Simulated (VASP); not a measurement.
Write the native input for VASP 6.6.1 that does the following.

```
Task                   : relaxation of cell and atoms
Functional             : PBE
Potentials or basis    : VASP PAW PBE potentials, release 64 (Cu, O)
Cutoff                 : 600 eV
k mesh                 : 8 × 8 × 8
Occupations            : fermi-dirac, width 0.05 eV
Spin                   : no spin polarisation
Further INCAR settings : ALGO = Normal; EDIFF = 1e-06; IBRION = 2; EDIFFG = -0.005; NSW = 40; ISIF = 3
```

The structure of Cu2O lies in POSCAR:

```
Cu2O
1.0
    4.2600000000      0.0000000000      0.0000000000
    0.0000000000      4.2600000000      0.0000000000
    0.0000000000      0.0000000000      4.2600000000
Cu O
4 2
Direct
    0.2500000000      0.2500000000      0.2500000000
    0.2500000000      0.7500000000      0.7500000000
    0.7500000000      0.7500000000      0.2500000000
    0.7500000000      0.2500000000      0.7500000000
    0.0000000000      0.0000000000      0.0000000000
    0.5000000000      0.5000000000      0.5000000000
```

The input as run:

INCAR

```
PREC = Accurate
ENCUT = 600
EDIFF = 1E-6
ISMEAR = -1
SIGMA = 0.05
LREAL = False
LASPH = True
NELM = 80
ALGO = Normal
ISIF = 3
LWAVE = False
LCHARG = False
GGA = PE
IBRION = 2
NSW = 40
EDIFFG = -0.005
```

KPOINTS

```
Automatic mesh
0
Gamma
  8 8 8
```

Potentials or basis: VASP PAW PBE potentials, release 64 (Cu, O).

The run is started by

```console
$ cat potpaw_PBE.64/Cu/POTCAR potpaw_PBE.64/O/POTCAR > POTCAR
$ mpirun -np 1 vasp_std > vasp.out
```

Results of the run:

The relaxed volume is 13.32 Å³/atom, the relaxed cell is a = 4.308 Å, b = 4.308 Å, c = 4.308 Å, α = 90.00°, β = 90.00°, γ = 90.00° and the space group after relaxing (to 0.05 Å) is Pn-3m (No. 224). The energy gained by relaxing is 5.2 meV/atom. The ionic steps are 4 and the pressure after relaxing is 0.0 GPa. The band gap on the k mesh is 0.47 eV, direct.

Wall time 4.6 min on 1 thread of Intel(R) Xeon(R) Platinum 8488C (Sapphire Rapids) (shared host), peak memory 0.25 GiB.
